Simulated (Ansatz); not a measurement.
# ZnS (P6_3mc), a sublattice moved along a line

Theory: DFT r2SCAN, scalar-relativistic, plane waves, PAW in Ansatz. Cutoff 500 eV, Γ-centred 6×6×4 k-points, Gaussian smearing of 0.05 eV. No spin polarisation. Energies are free energies at this smearing, counted from the undisturbed cell; pressure is positive in compression.

Reference structure (as given, not relaxed at this level; it stands at 0.1 GPa):

```
Zn S
1.0
     3.81100    0.00000    0.00000
    -1.90550    3.30042    0.00000
     0.00000    0.00000    6.23400
Zn S
2 2
Direct
  0.33333 0.66667 0.00000
  0.66667 0.33333 0.50000
  0.33333 0.66667 0.38500
  0.66667 0.33333 0.88500
```

Every S atom is moved by x along the Cartesian unit vector (-0.823, -0.475, 0.310); the cell and all other atoms stay fixed.

```csv
x (Å),ΔE (meV/cell)
-0.3000,469.2
-0.2250,258.9
-0.1500,108.7
-0.0750,20.9
0.0000,0.0
0.0750,53.3
0.1500,191.4
0.2250,428.9
0.2625,591.0
0.3000,786.1
```

Problem. Predict the pressure (GPa) at each point.

Solution.
```tsv
x (Å)	pressure (GPa)
-0.3000	2.7
-0.2250	1.6
-0.1500	0.7
-0.0750	0.2
0.0000	0.1
0.0750	0.5
0.1500	1.3
0.2250	2.6
0.2625	3.5
0.3000	4.6
```